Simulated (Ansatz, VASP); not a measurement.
## Sr: VASP beside Ansatz

Contents of INCAR:

```
PREC = Accurate
ENCUT = 520
EDIFF = 1E-6
ISMEAR = -1
SIGMA = 0.08
LREAL = F
LASPH = T
NELM = 60
ALGO = Normal
ISIF = 2
LWAVE = F
LCHARG = F
GGA = PS
NBANDS = 11
```

File KPOINTS:

```
regular mesh
0
Gamma
  11 11 11
```

Contents of POSCAR:

```
Sr
1.0
   -2.1256323524      2.1256323524      2.1256323524
    2.1256323524     -2.1256323524      2.1256323524
    2.1256323524      2.1256323524     -2.1256323524
Sr
1
Direct
    0.0000000000      0.0000000000      0.0000000000
```

Input for Ansatz:

```yaml
crystal:
  lattice:
    - [-2.1256323524, 2.1256323524, 2.1256323524]
    - [2.1256323524, -2.1256323524, 2.1256323524]
    - [2.1256323524, 2.1256323524, -2.1256323524]
  atoms:
    - { symbol: Sr, position: [0.0, 0.0, 0.0] }
kpoints:
  mp_grid: { grid: [11, 11, 11] }
scf:
  occupations: { method: fermi_dirac, width: 0.08 }
hamiltonian:
  xc: pbesol
  pseudopotentials: { kind: all_electron, lapw: { basis_error: 0.001 } }
output:
  forces: true
  stress: true
  eigenvalues: true
  populations: true
```

Change from the starting cell: volume scaled by 0.75, LAPW.

Alike in both runs: task single point; functional PBEsol; k mesh 11 × 11 × 11; occupations fermi-dirac, width 0.08 eV; no spin polarisation.

|  | VASP | Ansatz |
| --- | --- | --- |
| version | VASP 6.6.1 | Ansatz 0.2.0 |
| potentials or method | VASP PAW PBE potentials, release 64 (Sr_sv) | all-electron LAPW, scalar-relativistic |
| plane-wave cutoff (eV) | 520 | see its input |

```csv
,VASP,Ansatz,Ansatz less VASP
pressure (GPa),5.6,5.6,-0.04
```

Ansatz ran all-electron here, so the differences hold the error of VASP's frozen core and of both bases.

Caveats: the PAW data sets were made with another functional, which shifts forces and pressure a little (VASP).
